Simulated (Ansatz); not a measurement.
We consider rock-salt LiI, described by HSE06-D3(BJ) in Ansatz (PAW).

Output (set-up and result lines):

```
WARN output.stress: scf.exx.energy_threshold = 1e-6 eV is looser than the 2e-8 eV advised for a stress under a hybrid functional (1e-8 eV for each atom of the …
Crystal: 2 atoms, lattice volume = 46.333 Å³
Basis set: ecut = 460 eV, 1037 PW (Γ), exchange–correlation on 60×60×60 points (8 copies of the dense FFT grid, shifted against one another)
Bands: 14, of which v1, the nominal top of the filled ones, is band 10 counted from 1 (9 counted from 0)
Symmetry: 48 space group operations
Space group: Fm-3m (ITA 225), of the structure as read, at distance tolerance 3.6e-5 Å
k-points: 29 of 512
SCF iter   1: F=—  HF=-7720.678400 eV  |F-HF|=—  |Δ(HF+E_count)|=         —  Δρ=1.08e-3  dr2=1.05e-3
SCF iter   2: F=-7720.678158 eV  HF=-7720.678130 eV  |F-HF|=2.73e-5  |Δ(HF+E_count)|=   2.69e-4  Δρ=2.60e-4  dr2=2.47e-5
Crystal: 2 atoms, lattice volume = 46.333 Å³
Initial density: handed on by an earlier stage of this run
  ...
Crystal: 2 atoms, lattice volume = 46.333 Å³
SCF iter   3: F=—  HF=-7725.605476 eV  |F-HF|=—  |Δ(HF+E_count)|=   2.49e-8  Δρ=2.99e-6  dr2=2.08e-9
SCF iter   4: F=-7725.605476 eV  HF=-7725.605476 eV  |F-HF|=2.28e-10  |Δ(HF+E_count)|=  2.75e-10  Δρ=1.36e-6  dr2=1.17e-10
SCF 3 converged in 4 iterations: F = -7725.605476 eV  dr2 = 1.17e-10
Free energy (F): -7725.605476 eV
Internal energy: -7725.605476 eV  (E = F + TS)
E sigma→0 (E₀):  -7725.605476 eV
Fermi energy:    7.938563 eV
--- Forces (eV/Å), atoms counted from 1 ---
  atom   1  Li    -0.00000000     0.00000000    -0.00000000
  atom   2  I      0.00000000     0.00000000     0.00000000
--- Stress (GPa, compression-positive) ---
        1.507746      -0.000000      -0.000000
        0.000000       1.507746       0.000000
        0.000000      -0.000000       1.507746
  P = ⅓ Tr σ = 1.5077 GPa (15.077 kbar)
```

Problem. Write an input file that could have produced this run (the log leaves some choices open).

Solution. One answer among several that fit: 
Ansatz 0.2 input:
```yaml
crystal:
  lattice:
    - [0.0, 2.8507229046, 2.8507229046]
    - [2.8507229046, 0.0, 2.8507229046]
    - [2.8507229046, 2.8507229046, 0.0]
  atoms:
    - { symbol: Li, position: [0.0, 0.0, 0.0] }
    - { symbol: I, position: [0.5, 0.5, 0.5] }
basis:
  ecutwfc: 460
  ecutrho_ratio: 4
  xc_grid: 2
kpoints:
  mp_grid: { grid: [8, 8, 8] }
hamiltonian:
  xc: hse06
  dispersion: d3bj
  pseudopotentials: { kind: paw }
scf:
  occupations: { method: fermi_dirac, width: 0.01 }
  convergence: { dr2_threshold: 0.0000000002 }
output:
  forces: true
  stress: true
  eigenvalues: true
```

The cell is one volume of an energy–volume scan, off the minimum.

The PAW data were made under PBE.

The result took very roughly 120 core-seconds.

Ansatz is an electronic-structure program.
